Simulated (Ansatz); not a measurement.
# Where S_N puts its levels in the gap of Si3N4 (P6_3/m), part 2 of 2

Wanted: the transition levels of a substitutional impurity in Si3N4 (P6_3/m), from a cell of 126 host atoms with 1 N taken out and 1 S put in.

Ansatz; place-levels on PBEsol runs: charge-transition levels and formation energies with image-charge correction and potential alignment at the atomic sites; PAW set soft_1.

So far: Set-up; What was run first.

## Step 3: Placing the levels, PBEsol

A charged cell interacts with its images and the background, and its potential has another zero than the host's. place-levels removes the first by a point-charge model, screened by the static dielectric constant since the ions have relaxed around the charge, and the second by comparing potentials at atoms far from the defect.

The host is a run of the defect-free crystal in the same cutoffs, grids and k-points, so that basis and sampling errors cancel in part in the differences. Its band edges come from a run of the primitive cell that searches the zone for them. The host is run in a cell of 42 atoms on a matching mesh. Chemical potentials are energies per atom of N (N2 molecule) and S (S12 rings, Pnnm, not the stable S8 form), run with the same functional and cutoff.

File levels.point.yaml:

```yaml
host:
  run: host.point.run
  levels_from: { run: edges.point.run }
states: [q0_M1.point.run, qp1.point.run]
geometry_from:
  q0_M1.point.run: q0_M1.relax.run
  qp1.point.run: qp1.relax.run
  host.point.run: host.relax.run
chemical_potentials:
  "N":
    energy: -378.476431
    dataset: "<sha256 of the dataset>"
  S:
    energy: -884.879195
    dataset: "<sha256 of the dataset>"
epsilon: [4.29, 4.29, 4.37]
static_epsilon: [8.29, 8.29, 8.25]
vertical:
  - { from: qp1.point.run, to: qp1.point_neutral.run }
```

Started as:

```console
$ ansatz place-levels levels.point.yaml -- --threads 8 --pin off --max-ram 22609MiB
```

What it wrote:

```text
[... repeated set-up lines and file paths are left out, and long positions are rounded to six places ...]
(+1/0) 3.681 eV above the valence edge, 0.505 eV under the conduction edge
formation energy of charge +1: +2.029 eV with the Fermi level at the valence edge
formation energy of charge 0: +5.711 eV with the Fermi level at the valence edge
vertical +1 to 0: no energy, since no alignment is typed
  the change from vertical[0].from (qp1.point.run) to vertical[0].to (qp1.point_neutral.run): by its potential at epsilon [4.29, 4.29, 4.37] it stands at 0.607 0.496 0.583, with an rms radius of about 4.1 Å (2.2 2.6 2.4 Å across the planes of the cell's [...]
  edges by pbesol of host.levels_from (edges.point.run), its mesh sampled to repeats of 26.19 Å (the valence edge +0.130 eV and the conduction edge -0.336 eV from those of the host's own run), gap 4.186 eV; the host is sampled to repeats of 26.41 Å
  the defect's cells are sampled to repeats of 26.41 Å, like sampling
  charge +1: -61476.8842 eV with its correction of +0.299 eV, at epsilon [8.29, 8.29, 8.25], aligned at sites: +0.0807 eV, mean over 93 atomic sites at or beyond 4.37 Å from the defect at [0.5764, 0.4532, 0.5833], with +0.036176 for the charge's moments and [...]
  charge 0: +0.000 eV for its dipole among its images, +0.004 omitted
  of states[1] (qp1.point.run): it parts from the run at its places by a charge that spreads by about 2.4 Å along one vector (1.5 Å or more is wide), by its potential at epsilon [4.29, 4.29, 4.37], taken for that of held ions (one typed too small widens it), [...]
  of states[0] (q0_M1.point.run): stability_check_not_made
  of vertical[0].from (qp1.point.run): it parts from the run at its places by a charge that spreads by about 2.4 Å along one vector (1.5 Å or more is wide), by its potential at epsilon [4.29, 4.29, 4.37], taken for that of held ions (one typed too small [...]
```

Run time: 0.27 s. Hardware: 8 threads of Arm Neoverse V2, shared host.

Levels between the charges placed, in eV above the valence top:

```csv
,gap (eV),(+1/0)
PBEsol,4.19,3.68
```

Corrections by state:

| charge | moment (μB) | image terms and alignment (eV) | band filling (eV) | ε used | over the lowest of its charge, as the program ranks them, band filling apart (eV) |
| --- | --- | --- | --- | --- | --- |
| +1 | 0.0 | 0.299 | - | principal values (8.25, 8.29, 8.29) | 0.000 |
| 0 | 1.0 | 0.000 | - | - | 0.000 |

The charged structures listed were also run neutral, and place-levels reads from each pair, by the potential or the spins, how wide the charge is by which they differ; that can be the carrier of either run.

```
charge  rms radius (Å)  spread where it is widest against the cell (Å)  wide from (Å)  reading
    +1             4.1                                            2.35           1.51     wide
```

The neutral runs of these pairs need not share the spin of the lowest neutral state, and very wide values only mean spread over the cell.

From the program's caveats on the states, each cut to its opening words:

- charge +1: it parts from the run at its places by a charge that spreads by about 2.4 Å along one vector (1.5 Å or more is wide), by its potential at epsilon [4.29, 4.29, [...]
- charge 0 (1 μB): flagged: stability check not made

The host's formation energy from the elements is -1.218 eV per atom; it sets how far the chemical potentials can move.

Limit set by the element alone; other compounds of these elements are not counted. Chemical potentials from the elements' reference states: N 0.00 eV, Si -2.84 eV, S 0.00 eV. Formation energies (N-rich), with the Fermi level at the valence top and at the conduction bottom (gap 4.19 eV):

```csv
charge,at valence top (eV),at conduction bottom (eV),correction included (eV)
+1,2.03,6.22,0.30
0,5.71,5.71,0.00
```

```tsv
Fermi level (eV)	lowest formation energy (eV)
0.00	2.03
0.38	2.41
0.76	2.79
1.14	3.17
1.52	3.55
1.90	3.93
2.28	4.31
2.67	4.69
3.05	5.07
3.43	5.45
3.81	5.71
4.19	5.71
```

Limit set by the element alone; other compounds of these elements are not counted. Chemical potentials from the elements' reference states: Si 0.00 eV, N -2.13 eV, S 0.00 eV. Formation energies (Si-rich), with the Fermi level at the valence top and at the conduction bottom (gap 4.19 eV):

| charge | at valence top (eV) | at conduction bottom (eV) | correction included (eV) |
| --- | --- | --- | --- |
| +1 | -0.10 | 4.08 | 0.30 |
| 0 | 3.58 | 3.58 | 0.00 |

(Fermi level (eV), lowest formation energy (eV)): (0.00, -0.10), (0.38, 0.28), (0.76, 0.66), (1.14, 1.04), (1.52, 1.42), (1.90, 1.80), (2.28, 2.18), (2.67, 2.56), (3.05, 2.94), (3.43, 3.32), (3.81, 3.58), (4.19, 3.58)

## Step 4: The same at the relaxations' own k-points

The relaxations' own energies give the levels at their sampling, for comparison.

File levels.relax_mesh.yaml:

```yaml
host:
  run: host.relax.run
  levels_from: { run: edges.relax.run }
states: [q0_M1.relax.run, qp1.relax.run]
chemical_potentials:
  "N":
    energy: -378.476431
    dataset: "<sha256 of the dataset>"
  S:
    energy: -884.879195
    dataset: "<sha256 of the dataset>"
```

Started as:

```console
$ ansatz place-levels levels.relax_mesh.yaml -- --threads 8 --pin off --max-ram 22609MiB
```

What it wrote:

```text
(+1/0) 3.680 eV above the valence edge, 0.506 eV under the conduction edge
formation energy of charge +1: +2.029 eV with the Fermi level at the valence edge
formation energy of charge 0: +5.709 eV with the Fermi level at the valence edge
  edges by pbesol of host.levels_from (edges.relax.run), its mesh sampled to repeats of 26.19 Å (the valence edge +0.231 eV and the conduction edge -0.359 eV from those of the host's own run), gap 4.186 eV; the host is sampled to repeats of 15.83 Å
[... the lines on each state left out ...]
```

The job ended after 0.12 s (8 threads).

Levels between neighbouring charges, in eV above the valence top:

|  | gap (eV) | (+1/0) |
| --- | --- | --- |
| one point at (¼, ¼, ¼) | 4.19 | 3.68 |
| a 2×2×2 shifted mesh | 4.19 | 3.68 |

Going from one point at (¼, ¼, ¼) to a 2×2×2 shifted mesh moves the levels that carry no band-filling term by up to 0.00 eV and formation energies against the elements by up to 0.00 eV.

## Step 5: What came out

| Quantity | Value |
| --- | --- |
| gap of the host | 4.19 eV (PBEsol) |
| level (plus 1/0) | 3.68 eV above the valence top |
| lowest of the charges placed, just above the valence top (0.02 eV) | +1 |
| lowest of the charges placed, just below the conduction bottom (0.02 eV) | 0 |
| lowest formation energy at mid-gap of the charges run, N-rich | 4.12 eV |
| lowest formation energy at mid-gap of the charges run, Si-rich | 1.99 eV |

Of the charges placed (0 and +1), the lowest changes at 3.68 eV (+1/0) above the valence top, in a gap of 4.19 eV. Charges above +1 and below 0 were not placed, so these runs say nothing of levels that involve them. States placed: +1 at 0 μB; 0 at 1 μB. Other spin states or structures, where not listed, weren't placed. S is taken at its element; compounds, which aren't counted here, bound the chemical potentials and would shift these formation energies. Going from one point at (¼, ¼, ¼) to a 2×2×2 shifted mesh moves the levels that carry no band-filling term by up to 0.00 eV and formation energies against the elements by up to 0.00 eV. Keep in mind: the images are only 8.7 Å apart; PBEsol makes the gap too small and tends to spread out bound carriers; where a gas molecule sets a chemical potential or the host's formation energy, its binding is uncorrected.

[Logs are printed without paths, hosts, clocks, repeated set-up lines and the standing remarks that a program may print on its own settings, such as how far it seeks lower states.]

[Hosts, paths, dates, database ids (printed as entryN), source tags and the programs' standing remarks are cut or masked in the printed files.]

[Where a table of states has a column of steps, it counts the stored structures, which are thinned; the runs took as many ionic steps or more.]

[A defect's name tells the site on which it was built; relaxed atoms can leave that site.]

[For some hosts the program warned that the k-mesh of the response run may be too coarse for force constants and the static dielectric constant; such warnings are not shown here.]
